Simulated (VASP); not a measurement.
**Shielding tensors and field gradients of KF**

What are the shielding tensors of KF? The cell is of the CsCl type, one of the forms listed for this formula, which need not be the common one. The start is a computed cell from the Materials Project.

Main program and level: VASP 6.6.1; LDA; plane waves and PAW (K_sv, F), in the first sound run; inputs show where later runs differ.

## (1) Starting point

The structure is cubic, space group Pm-3m (No. 221). The conventional cell has a = 3.259 Å, b = 3.259 Å, c = 3.259 Å, α = 90.00°, β = 90.00°, γ = 90.00°. Nearest to K lie 8 F at 2.82 Å. Nearest to F lie 8 K at 2.82 Å. Farther neighbours and most contacts between anions are not listed.

Structure file:

```
K F
1.0
     3.25895    0.00000    0.00000
     0.00000    3.25895    0.00000
     0.00000    0.00000    3.25895
K F
1 1
Direct
  0.00000 0.00000 0.00000
  0.50000 0.50000 0.50000
```

## (2) Ground state

The next steps need an insulator, so the gap is checked first.

Contents of INCAR:

```
SYSTEM = KF
PREC = Accurate
ENCUT = 520
EDIFF = 1E-07
NELM = 100
ISMEAR = 0
SIGMA = 0.01
LREAL = .FALSE.
ALGO = Normal
GGA = CA
NBANDS = 14
LORBIT = 11
LWAVE = .FALSE.
LCHARG = .FALSE.
KPAR = 2
```

Contents of POSCAR:

```
KF
1.0
    3.2589550000      0.0000000000      0.0000000000
    0.0000000000      3.2589550000      0.0000000000
    0.0000000000      0.0000000000      3.2589550000
K F
1 1
Direct
    0.0000000000      0.0000000000      0.0000000000
    0.5000000000      0.5000000000      0.5000000000
```

Contents of KPOINTS:

```
Automatic mesh
0
Gamma
6 6 6
0 0 0
```

The projector-augmented-wave data sets are K_sv and F (PBE family, release 64).

Started as:

```
> mpirun -np 2 vasp_std
```

The program printed:

```text
[banner, memory and clock lines left out]
running    2 mpi-ranks, on    1 nodes
 distrk:  each k-point on    1 cores,    2 groups
 distr:  one band on    1 cores,    1 groups

 POSCAR found type information on POSCAR K F
 POSCAR found :  2 types and       2 ions
|                                                                             |
|               ----> ADVICE to this user running VASP <----                  |
|                                                                             |
|     You enforced a specific xc type in the INCAR file but a different       |
|     [... a line on the potential file left out ...]
|     I HOPE YOU KNOW WHAT YOU ARE DOING!                                     |
|                                                                             |

 LDA part: xc-table for (Slater(with rela. corr.)+CA(PZ))
 , standard interpolation
 POSCAR, INCAR and KPOINTS ok, starting setup
 FFT: planning ... GRIDC
 FFT: planning ... GRID_SOFT
 FFT: planning ... GRID
 WAVECAR not read
 entering main loop
       N       E                     dE             d eps       ncg     rms          rms(c)
DAV:   1     0.107811222166E+03    0.10781E+03   -0.85680E+03   560   0.113E+03
DAV:   2    -0.623347128640E+01   -0.11404E+03   -0.10431E+03   732   0.298E+02
DAV:   3    -0.994170201699E+01   -0.37082E+01   -0.36968E+01   666   0.491E+01
DAV:   4    -0.100294587450E+02   -0.87757E-01   -0.87701E-01   770   0.685E+00
DAV:   5    -0.100309601078E+02   -0.15014E-02   -0.15014E-02   678   0.795E-01    0.536E+00
DAV:   6    -0.906026372163E+01    0.97070E+00   -0.24238E+00   608   0.134E+01    0.419E+00
DAV:   7    -0.899243325982E+01    0.67830E-01   -0.92319E-02   678   0.253E+00    0.243E+00
DAV:   8    -0.895123525966E+01    0.41198E-01   -0.51838E-02   644   0.230E+00    0.378E-01
DAV:   9    -0.895138185681E+01   -0.14660E-03   -0.36160E-03   646   0.600E-01    0.114E-01
DAV:  10    -0.895132886790E+01    0.52989E-04   -0.29770E-04   702   0.166E-01    0.826E-02
DAV:  11    -0.895134535427E+01   -0.16486E-04   -0.25175E-05   658   0.522E-02    0.112E-02
DAV:  12    -0.895134056873E+01    0.47855E-05   -0.73185E-06   644   0.271E-02    0.204E-03
DAV:  13    -0.895134081407E+01   -0.24534E-06   -0.72406E-07   684   0.743E-03    0.234E-03
DAV:  14    -0.895134066352E+01    0.15055E-06   -0.27954E-07   632   0.474E-03    0.317E-04
DAV:  15    -0.895134066455E+01   -0.10314E-08   -0.11677E-08   280   0.953E-04
   1 F= -.89513407E+01 E0= -.89513407E+01  d E =-.118273E-36
```

Elapsed: 3 s, on 2 MPI ranks of Intel Xeon Platinum 8259CL at 2.50GHz (Skylake/Cascade Lake), shared host; peak memory 0.23 GiB.

The logs omit lines about the potential files and the build; timing stands in the text.

Parts of OUTCAR (step 2):

```text
ion  position               nearest neighbor table
   1  0.000  0.000  0.000-   2 2.82   2 2.82   2 2.82   2 2.82   2 2.82   2 2.82   2 2.82   2 2.82

  LATTYP: Found a simple cubic cell.
 ALAT       =     3.2589550000

 Subroutine GETGRP returns: Found 48 space group operations
 (whereof 48 operations were pure point group operations)

The static configuration has the point symmetry O_h .

 Found     20 irreducible k-points:

   k-points           NKPTS =     20   k-points in BZ     NKDIM =     20   number of bands    NBANDS=     14

   dimension x,y,z NGX =    24 NGY =   24 NGZ =   24
   dimension x,y,z NGXF=    48 NGYF=   48 NGZF=   48

   ENCUT  =  520.0 eV  38.22 Ry    6.18 a.u.   6.06  6.06  6.06*2*pi/ulx,y,z

   NELECT =      16.0000    total number of electrons

 k-points in reciprocal lattice and weights: Automatic mesh
   0.00000000  0.00000000  0.00000000       0.005
   0.16666667  0.00000000  0.00000000       0.028
   0.33333333  0.00000000  0.00000000       0.028
   0.50000000  0.00000000  0.00000000       0.014
   0.16666667  0.16666667  0.00000000       0.056
   0.33333333  0.16666667  0.00000000       0.111
   0.50000000  0.16666667  0.00000000       0.056
   0.33333333  0.33333333  0.00000000       0.056
   0.50000000  0.33333333  0.00000000       0.056
[...]
0.50000000  0.50000000  0.33333333       0.028
   0.50000000  0.50000000  0.50000000       0.005

 average (electrostatic) potential at core
       1 -35.9900       2 -77.3188

 E-fermi :  -2.3998

 k-point     1 :       0.0000    0.0000    0.0000
  band No.  band energies     occupation
    ...
      4     -12.2300      2.00000
      5     -12.2300      2.00000
      6      -2.5375      2.00000
      7      -2.5375      2.00000
      8      -2.5375      2.00000
      9       3.4253      0.00000
     10       5.5904      0.00000
     11       5.5904      0.00000
     12      11.3858      0.00000
     13      11.3858      0.00000
    ...

 k-point     2 :       0.1667    0.0000    0.0000
  band No.  band energies     occupation
    ...
      4     -12.2006      2.00000
      5     -12.2006      2.00000
      6      -2.8967      2.00000
      7      -2.5658      2.00000
      8      -2.5658      2.00000
      9       4.1475      0.00000
     10       5.8083      0.00000
     11       6.2045      0.00000
     12      10.9160      0.00000
     13      10.9160      0.00000
    ...

 k-point     3 :       0.3333    0.0000    0.0000
  band No.  band energies     occupation
    ...
      4     -12.1409      2.00000
      5     -12.1409      2.00000
      6      -3.5021      2.00000
      7      -2.6254      2.00000
      8      -2.6254      2.00000
      9       5.6743      0.00000
     10       6.3228      0.00000
     11       7.4883      0.00000
     12      10.1794      0.00000
     13      10.1794      0.00000
    ...

  Total       -1.2403498     -1.2403498     -1.2403498      0.0000000      0.0000000      0.0000000
  in kB      -57.4142490    -57.4142490    -57.4142490      0.0000000      0.0000000      0.0000000
  external PRESSURE =     -57.4142490 kB  Pullay stress =       0.0000000 kB

  energy-cutoff  :      520.00
  volume of cell :       34.61
      direct lattice vectors                 reciprocal lattice vectors
     3.258955000  0.000000000  0.000000000     0.306846827  0.000000000  0.000000000
     0.000000000  3.258955000  0.000000000     0.000000000  0.306846827  0.000000000
     0.000000000  0.000000000  3.258955000     0.000000000  0.000000000  0.306846827

 POSITION                                       TOTAL-FORCE (eV/Angst)
 -----------------------------------------------------------------------------------
      0.00000      0.00000      0.00000         0.000000      0.000000      0.000000
      1.62948      1.62948      1.62948         0.000000      0.000000      0.000000
 -----------------------------------------------------------------------------------
    total drift:                                0.000000      0.000000     -0.000000

  FREE ENERGIE OF THE ION-ELECTRON SYSTEM (eV)
  ---------------------------------------------------
  free  energy   TOTEN  =        -8.9513406646 eV

  energy  without entropy=       -8.9513406646  energy(sigma->0) =       -8.95134066

 total charge
# of ion       s       p       d       tot
------------------------------------------
    1        1.952   5.517   0.030   7.499
    2        1.721   4.311   0.000   6.032
--------------------------------------------------
tot          3.672   9.828   0.030  13.531

[... 3 further parts left out ...]
```

The gap is read on the k-mesh alone, so it is an upper bound where the band edges lie off the mesh. The PAW data sets were made with PBE, though LDA sets exist; this is a small mismatch.

A gap read on the k-mesh alone can miss the band edges.

Numbers from this step:

```yaml
free_energy_toten: -8.951 eV
fermi_energy: -2.400 eV
pressure: -5.741 GPa
gap_on_the_k_mesh: 5.912 eV
least_direct_gap_on_the_k_mesh: 5.963 eV
```

The cell has a gap of 5.91 eV on this mesh and a pressure of -5.7 GPa, which holds the misfit of the given cell and coordinates with this functional, and any error of cutoff, mesh and data sets.

(Part 1 of 2 ends here.)

[Lines on the potential files, build, host, timing and source positions are cut from VASP's logs without a mark.]

[Logs are printed without paths, hosts, clocks, repeated set-up lines and the standing remarks that a program may print on its own settings, such as how far it seeks lower states.]

[Hosts, paths, dates, database ids (printed as entryN), source tags and the programs' standing remarks are cut or masked in the printed files.]
